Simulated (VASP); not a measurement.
# NaF: single point with HSE06

Crystal: NaF.

```
Na F
1.0
     0.00000    2.53126    2.53126
     2.53126    0.00000    2.53126
     2.53126    2.53126    0.00000
Na F
1 1
Direct
  0.00000 0.00000 0.00000
  0.25000 0.25000 0.25000
```

The cell was built by a generator and needn't be a form met in nature.

| Property | Result |
| --- | --- |
| Program | VASP 6.6.1 |
| Task | single point |
| Functional | HSE06 |
| Potentials or basis | VASP PAW PBE potentials, release 64 (Na_pv, F) |
| Cutoff | 520 eV |
| k mesh | 4 × 4 × 4 |
| Occupations | gaussian, width 0.01 eV |
| Spin | no spin polarisation |
| Dipole correction | no |
| Exchange at q = 0 | truncated |
| Grid for exact exchange (PRECFOCK) | Normal |
| Screening parameter | 0.2079 1/A |
| Further INCAR settings | ALGO = Normal; EDIFF = 1e-06; NBANDS = 14 |

| Item | Value |
| --- | --- |
| Pressure | 0.9 GPa |
| Band gap on the k mesh | 7.64 eV, direct |

Levels at points of the mesh, in eV from the valence-band top:
```tsv
k point	band 3	band 4	band 5	band 6	band 7	band 8	band 9	band 10	band 11	band 12
(0.00, 0.00, 0.00)	-20.27	-20.27	0.00	0.00	0.00	7.64	21.62	21.62	21.62	23.25
(0.50, 0.00, 0.00)	-20.28	-19.56	-0.85	-0.04	-0.04	12.03	13.08	19.42	19.42	22.65
(0.50, 0.50, 0.00)	-20.30	-19.43	-0.79	-0.17	-0.17	11.99	14.16	18.61	19.44	19.44
```

Wall time 100 s on 1 thread of Intel(R) Xeon(R) Platinum 8375C CPU @ 2.90GHz (Ice Lake) (shared host), peak memory 0.24 GiB.

Caveat: the k mesh is coarse (spacing up to 0.54 Å⁻¹), so the values aren't converged, least of all with exact exchange; the PAW data sets were made with another functional, which shifts forces and pressure a little.
